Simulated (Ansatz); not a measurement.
Crystal: CdSe.

```xyz
2
Lattice="0.0000 3.0703 3.0703 3.0703 0.0000 3.0703 3.0703 3.0703 0.0000" Properties=species:S:1:pos:R:3 pbc="T T T"
Cd    0.0000    0.0000    0.0000
Se    1.5351    1.5351    1.5351
```

Measurements of this composition are mostly on another form, of space group No. 186.

Program: Ansatz 0.2.0. Alike in all runs: potentials or basis Ansatz PAW; no spin polarisation; cell as given; k mesh 8 × 8 × 8. Hardware: 2 threads of Intel(R) Xeon(R) Processor @ 2.50GHz (Skylake/Cascade Lake), with other jobs on the host.

Task: Order these runs on this cell by their wall time, lowest first.
A. task band structure; level r2SCAN; cutoff (eV) 500; smearing fermi-dirac 0.05 eV; points for each segment of the path 14
B. task Born charges and dielectric tensor; level PBEsol; cutoff (eV) 420; smearing fixed
C. task single point; level PBE; cutoff (eV) 420; smearing gaussian 0.1 eV
D. task band structure; level BLYP; cutoff (eV) 420; smearing fermi-dirac 0.05 eV; points for each segment of the path 14

Result: C (4 s), D (11 s), A (28 s), B (91 s).
